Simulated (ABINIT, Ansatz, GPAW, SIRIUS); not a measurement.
**HfN: 5 runs at one level of theory**

```
Hf N
1.0
     0.00000    2.45482    2.45482
     2.45482    0.00000    2.45482
     2.45482    2.45482    0.00000
Hf N
1 1
Direct
  0.00000 0.00000 0.00000
  0.25000 0.25000 0.25000
```

The cell comes from a database or a generator and needn't be the stable form of this composition.

Alike in all runs: task single point; functional PBEsol; k mesh 9 × 9 × 9; occupations fermi-dirac, width 0.05 eV; no spin polarisation; no spin-orbit coupling. Pressure is positive in compression and, in plane waves, holds the error of the finite cutoff, which Ansatz's Pulay term estimates and takes out.

| program and potentials | plane-wave cutoff (eV) | notes | pressure (GPa) |
| --- | --- | --- | --- |
| Ansatz, Ansatz PAW | 420 | potentials made for PBE, which Ansatz adapts in part; 15.5 valence electrons an atom on average; Pulay term of +0.40 GPa included | -5.03 |
| Ansatz, all-electron LAPW, scalar-relativistic | - | - | -5.02 |
| GPAW, PAW data sets generated for this functional | 800 | 8.5 valence electrons an atom on average | -4.22 |
| SIRIUS, PseudoDojo 0.4.1 PBEsol standard (scalar relativistic) | 1152 | 8.5 valence electrons an atom on average | -5.63 |
| ABINIT, PseudoDojo NC SR PBEsol v0.4.1 standard | 1143 | 8.5 valence electrons an atom on average | ? |

Task: Estimate from the other rows what the run with ABINIT, PseudoDojo NC SR PBEsol v0.4.1 standard gave.

Result: Pressure -5.60 GPa. The other rows, which needn't bracket it: pressure -5.63 to -4.22.
